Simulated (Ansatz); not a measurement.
Space group Im-3m (No. 229). a = 3.960 Å, b = 3.960 Å, c = 3.960 Å, α = 90.00°, β = 90.00°, γ = 90.00°
```
atom site symmetry x y z
  Bi    2a m-3m  0.0000  0.0000  0.0000
```

Equation of state of this Bi structure (not necessarily the ground state), with shape and atoms relaxed at each volume where symmetry leaves them free. It has no gap at any of these volumes. Method: Ansatz, DFT r2SCAN, scalar-relativistic, plane waves, PAW.

Settings: cutoff 500 eV, Γ-centred mesh 16×16×16 on the computed 1-atom cell, Gaussian smearing of 0.10 eV; no spin polarisation.

| V (Å³/atom) | E − E(largest V) (meV/atom) | P (GPa) |
| --- | --- | --- |
| 29.195 | 4.18 | 3.99 |
| 30.127 | -12.29 | 1.82 |
| 31.059 | -17.17 | 0.02 |
| 31.991 | -12.47 | -1.47 |
| 32.922 | 0.00 | -2.72 |

Q: Fit a third-order Birch–Murnaghan equation to E(V).

A: V0 = 31.04 Å³/atom, B0 = 55 GPa, B0' = 5.6.

Spin-orbit coupling is left out, which matters for the bands of heavy elements.

This bcc form isn't the element's structure at ambient conditions.

Cost: 5 runs of about 0.92 core-minutes in all, on Arm Neoverse V1 (shared hosts).